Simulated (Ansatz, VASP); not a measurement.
# Te: VASP beside Ansatz

The input INCAR:

```
PREC = Accurate ; ENCUT = 520
EDIFF = 1E-7 ; ISMEAR = 0
SIGMA = 0.1 ; LREAL = False
LASPH = True ; NELM = 100
ALGO = Fast ; ISIF = 2
LWAVE = False ; LCHARG = True
GGA = PE ; LELF = True
LVHAR = True ; NBANDS = 48
```

KPOINTS

```
Automatic mesh
0
Gamma
  3 3 3
```

The input POSCAR:

```
Te
1.0
    4.1623819032      2.4031523123      7.0985350965
   -4.1623819032      2.4031523123      7.0985350965
    0.0000000000     -4.8063046244      7.0985350965
Te
12
Direct
    0.0101900000      0.6536100000      0.0101900000
    0.0101900000      0.0101900000      0.6536100000
    0.6536100000      0.0101900000      0.0101900000
    0.9898100000      0.3463900000      0.9898100000
    0.3463900000      0.9898100000      0.9898100000
    0.9898100000      0.9898100000      0.3463900000
    0.2211800000      0.6306000000      0.2211800000
    0.2211800000      0.2211800000      0.6306000000
    0.6306000000      0.2211800000      0.2211800000
    0.7788200000      0.3694000000      0.7788200000
    0.3694000000      0.7788200000      0.7788200000
    0.7788200000      0.7788200000      0.3694000000
```

Input for Ansatz:

```yaml
crystal:
  lattice:
    - [4.1623819032, 2.4031523123, 7.0985350965]
    - [-4.1623819032, 2.4031523123, 7.0985350965]
    - [0.0, -4.8063046244, 7.0985350965]
  atoms:
    - { symbol: Te, position: [0.01019, 0.65361, 0.01019] }
    - { symbol: Te, position: [0.01019, 0.01019, 0.65361] }
    - { symbol: Te, position: [0.65361, 0.01019, 0.01019] }
    - { symbol: Te, position: [0.98981, 0.34639, 0.98981] }
    - { symbol: Te, position: [0.34639, 0.98981, 0.98981] }
    - { symbol: Te, position: [0.98981, 0.98981, 0.34639] }
    - { symbol: Te, position: [0.22118, 0.6306, 0.22118] }
    - { symbol: Te, position: [0.22118, 0.22118, 0.6306] }
    - { symbol: Te, position: [0.6306, 0.22118, 0.22118] }
    - { symbol: Te, position: [0.77882, 0.3694, 0.77882] }
    - { symbol: Te, position: [0.3694, 0.77882, 0.77882] }
    - { symbol: Te, position: [0.77882, 0.77882, 0.3694] }
basis:
  ecutwfc: 420
kpoints:
  mp_grid: { grid: [3, 3, 3] }
hamiltonian:
  xc: pbe
scf:
  occupations: { method: gaussian, width: 0.1 }
  lower_state_search: "off"
output:
  forces: true
  stress: true
  eigenvalues: true
```

Alike in both runs: task single point; functional PBE; k mesh 3 × 3 × 3; occupations gaussian, width 0.1 eV; no spin polarisation.

|  | VASP | Ansatz |
| --- | --- | --- |
| version | VASP 6.6.1 | Ansatz 0.2.0 |
| potentials or method | VASP PAW PBE potentials, release 64 (Te) | scalar-relativistic, plane waves, PAW |
| plane-wave cutoff (eV) | 520 | 420 |
| valence electrons in the cell | 72 | 192 |

Ansatz gave:

```
gap on the k mesh at the Fermi level (eV)       : none
pressure (GPa)                                  : 8.6
largest component of the traceless stress (GPa) : 1.33
rms of the force components (eV/Å)              : 1.234
```

Problem. Which values does VASP return?

Solution. gap on the k mesh at the Fermi level (eV): none; pressure (GPa): 8.6; largest component of the traceless stress (GPa): 1.32; rms of the force components (eV/Å): 1.233.

Atom by atom the forces differ by 0.002 eV/Å (rms over components). A gap of «none» marks a metal or a gap that the smearing closes. The functional is the same, so the differences come from potentials, cutoffs and numerics. The two sets of potentials don't hold the same shells in valence.

Caveats: forces of over 1 eV/Å show positions far from the minimum, so gaps and moduli don't describe the material at rest. The runs have no spin-orbit coupling, so splittings on Te are missing.
